## Guessing a band gap from a cheaper one

How much energy does it take to lift an electron across the gap of a semiconductor, and why do different approximations give such different answers for the same arrangement of atoms? In the gallium arsenide phosphide crystal below, the largest computed gap is about three times the smallest. The atoms stay where they are; only the treatment of the electrons changes. Much of the spread can be estimated on paper once the PBE gap is known.

Band gaps of Ga4As3P, an ordered alloy on the zincblende lattice (space group I-42m, a = 5.612 Å, c = 11.221 Å), computed with Ansatz 0.2.0 using plane waves and PAW. All rows use the same cell, relaxed with r2SCAN, without magnetic moments; PBE+SOC includes spin-orbit coupling. The k mesh is 4×4×4 for HSE06 and PBE0 and 6×6×6 for the other rows.

```
level of theory  band gap (eV)
            PBE          0.791
         r2SCAN          1.294
          HSE06          1.693
        PBE+SOC          0.702
           PBE0          2.277
```

The gap separates the highest filled state from the lowest empty one. In PBE both states feel the same exchange-correlation potential, which at each point is set by the electron density and the way it varies nearby. Such a potential makes little distinction between an electron already in the crystal and one that would be added to it, and this is the standard reason why PBE gaps come out too small. The other methods without spin-orbit coupling make that distinction more strongly, each in its own way.

In r2SCAN the potential also depends on the kinetic-energy density of the orbitals, so it can act differently on states of different shape. HSE06 replaces a quarter of the approximate exchange by exact exchange, but only at short range. Exact exchange lowers a filled state more than an empty one, because it acts through overlap with the filled states. PBE0 keeps the same quarter at long range too, and so opens the gap further.

Going from PBE to r2SCAN, HSE06 and PBE0, each step adds roughly half an electronvolt. Spin-orbit coupling, the link between an electron's spin and its motion, takes a little away. The PBE+SOC row treats spin with two-component orbitals, while in the other rows both spin directions have the same density, so that no magnetic moments can form. This gives the rule

$$E \approx E_{\mathrm{PBE}} + 0.5\,n\ \text{eV} - s\,\frac{\Delta}{3}.$$

Here $E$ is the wanted gap and $E_{\mathrm{PBE}}$ the PBE gap. The number $n$ is 0 for PBE, 1 for r2SCAN, 2 for HSE06 and 3 for PBE0. The switch $s$ is 1 with spin-orbit coupling and 0 without it, and $\Delta$ is the spin-orbit splitting of the valence top.

Take PBE0 first. Three steps above the PBE gap give $0.791 + 3\times0.5 = 2.291$ eV, against a computed 2.277 eV. This row helped to set the size of the step, so the agreement shows how well the rule summarises the table, not how well it predicts.

The second example, PBE+SOC, uses no adjusted number. The top of the valence band is built from three p-like orbitals, which with two spins make six states. Spin-orbit coupling raises four of them by $\Delta/3$ and lowers two by $2\Delta/3$, so that their average stays put. The highest filled level therefore rises by $\Delta/3$, while the bottom of the conduction band, expected to be s-like as in GaAs, should hardly respond.

Rough recalled splittings are 0.34 eV for GaAs and 0.08 eV for GaP. Mixed three to one, like the arsenic and phosphorus in the crystal, they give $\Delta \approx 0.275$ eV. The estimate is then $0.791 - 0.275/3 \approx 0.70$ eV, which agrees with the table to within 0.01 eV. That is closer than the rough inputs deserve, especially as the estimate neglects whatever splitting the ordered, tetragonal cell itself causes at the valence top.

The band edges of the same calculations support this picture. With spin-orbit coupling the valence edge rises by 0.09 eV and the conduction edge moves by only about 0.001 eV. The gap narrows from below, as the argument requires.

The half-electronvolt steps have a weaker foundation, because their near equality is no law. Different changes to the theory happen to have similar effects here. Only for the last step, from HSE06 to PBE0, does a short argument give a scale.

HSE06 fades out exact exchange beyond a distance of about $1/\omega$, where $\omega \approx 0.11$ per bohr, so this distance is roughly 5 Å. The long-range part that PBE0 restores has the form $\operatorname{erf}(\omega r)/r$, with $r$ the distance between two points. At small $r$ it is nearly constant, at $2\omega/\sqrt{\pi}$. Suppose that the exchange hole, the region around an electron where others of the same spin are scarce, is much smaller than $1/\omega$. Then this constant lowers a filled state in full and leaves an empty one alone.

With the exact-exchange fraction $a = 0.25$, the gap opens by

$$a\,\frac{2\omega}{\sqrt{\pi}} \approx 0.84\ \text{eV}.$$

This is a ceiling, provided that the orbitals stay the same and that the approximate exchange being replaced shifts both edges alike. The computed step is 0.58 eV, about 70 % of it. A shortfall is reasonable in a crystal with a modest gap. There the exchange hole is expected to reach further, and the state at the conduction edge overlaps with filled states at nearby wavevectors. The size of that reduction is not derived here.

The same two hybrids show why it isn't enough to count exact exchange. Both contain 25 %, yet their gaps differ by 0.58 eV, so any single value assigned to that fraction must miss at least one of them by 0.29 eV or more. The range over which exchange acts matters as well as its amount. And r2SCAN, with no exact exchange at all, already opens the gap by half an electronvolt.

Over the table, the rule is worst for HSE06, where it is 0.10 eV too high, or 6 % of the computed gap. The step from r2SCAN to HSE06 is the smallest of the three, and the rounded rule overstates it. A least-squares line forced through the PBE gap and fitted to r2SCAN, HSE06 and PBE0 gives 0.48 eV per step. When each of these three rows is left out in turn and predicted from the other two, the typical error is 0.08 eV. For this crystal, then, the rule reproduces the computed gaps to about a tenth of an electronvolt.

The two corrections can also be combined. Taking the computed spin-orbit shift from the HSE06 gap gives $1.693 - 0.089 \approx 1.60$ eV for HSE06 with spin-orbit coupling. This assumes that the effects add, which is plausible because the shift comes from the atomic-like p states at the valence top, but no row tests it.

The starting gap must belong to the same geometry as the gap being estimated. All rows use a cell relaxed with r2SCAN, and in PBE that cell is under a pressure of about 2.7 GPa. Left to itself, PBE would expand it, and a direct gap of the GaAs kind shrinks on expansion. A PBE gap taken from PBE's own cell would therefore start the ladder too low.

The hybrid gaps were computed on a coarser mesh of wavevectors than the others. Long-range exchange is sensitive to that mesh, so the last step may carry an error that has not been measured. The half electronvolt itself belongs to this one crystal. It should not be carried over to wide-gap insulators, where exact exchange usually opens the gap much more, or to semiconductors that PBE wrongly makes metallic, where the ladder has no gap to start from.
